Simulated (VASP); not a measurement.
VASP 6.6.1 run: CaO

INCAR

```
EDIFF = 1E-9
ISMEAR = 0
SIGMA = 0.01
ISIF = 2
ALGO = Normal
PREC = Accurate
IBRION = -1
ENCUT = 520
METAGGA = R2SCAN
NBANDS = 15
LCHARG = .FALSE.
LREAL = .FALSE.
NELECT = 15.5
NSW = 0
LWAVE = .FALSE.
NELM = 52
LASPH = .TRUE.
```

KPOINTS

```
KPOINTS created by Atomic Simulation Environment
0
Gamma
2 2 2
0 0 0
```

POSCAR

```
Ca O
 1.0000000000000000
    -0.0000000000000000    2.6067317364962017    2.6067317364962017
     2.6067317364962017    0.0000000000000000    2.6067317364962017
     2.6067317364962017    2.6067317364962017    0.0000000000000000
 Ca  O
   1   1
Cartesian
  0.0000000000000000 -0.0000000000000000 -0.0000000000000000
  1.3033658682481006  1.3033658682481006  1.3033658682481006
```

The recommended PBE PAW datasets give the neutral cell 16 valence electrons.

Command

```
mpirun -np 1 vasp_std
```

Q: Predict the outcome of this run.

A: It converged. Results: pressure -8.8 GPa.

OSZICAR

```
N       E                     dE             d eps       ncg     rms          rms(c)
DAV:   1     0.108758975669E+03    0.10876E+03   -0.75015E+03    90   0.982E+02
DAV:   2    -0.187383253408E+02   -0.12750E+03   -0.12049E+03   111   0.275E+02
DAV:   3    -0.236495510471E+02   -0.49112E+01   -0.48649E+01   111   0.560E+01
DAV:   4    -0.238549420118E+02   -0.20539E+00   -0.20475E+00   113   0.967E+00
DAV:   5    -0.238576084283E+02   -0.26664E-02   -0.26625E-02   111   0.106E+00    0.650E+00
DAV:   6    -0.187088881228E+02    0.51487E+01   -0.22239E+00   118   0.179E+01    0.266E+00
DAV:   7    -0.187973780454E+02   -0.88490E-01   -0.78090E-01    97   0.579E+00    0.203E+00
DAV:   8    -0.188338545667E+02   -0.36477E-01   -0.25797E-01    90   0.477E+00    0.118E+00
DAV:   9    -0.188084184740E+02    0.25436E-01   -0.12461E-01    97   0.303E+00    0.215E-01
DAV:  10    -0.188077274407E+02    0.69103E-03   -0.70481E-03   105   0.769E-01    0.188E-01
DAV:  11    -0.188076388679E+02    0.88573E-04   -0.40052E-03    90   0.488E-01    0.839E-02
DAV:  12    -0.188075656799E+02    0.73188E-04   -0.29921E-04    90   0.154E-01    0.262E-02
DAV:  13    -0.188075492406E+02    0.16439E-04   -0.62548E-05   125   0.568E-02    0.320E-03
DAV:  14    -0.188075492181E+02    0.22545E-07   -0.35441E-06   120   0.142E-02    0.277E-03
DAV:  15    -0.188075490812E+02    0.13684E-06   -0.11434E-07   105   0.300E-03    0.138E-03
DAV:  16    -0.188075490293E+02    0.51897E-07   -0.11583E-07    90   0.234E-03    0.853E-05
DAV:  17    -0.188075489987E+02    0.30674E-07   -0.38821E-09   105   0.495E-04    0.649E-05
DAV:  18    -0.188075489948E+02    0.39067E-08   -0.10025E-10    45   0.849E-05    0.461E-05
DAV:  19    -0.188075489953E+02   -0.59345E-09   -0.10965E-10    45   0.766E-05
   1 F= -.18807549E+02 E0= -.18805621E+02  d E =-.385656E-02
```

The cell is charged and sits in a uniform background.

For comparison, a separate r²SCAN run of the intended cell, on usual settings and not on those above, gives a gap of 3.73 eV on its mesh and a pressure of 0.9 GPa.
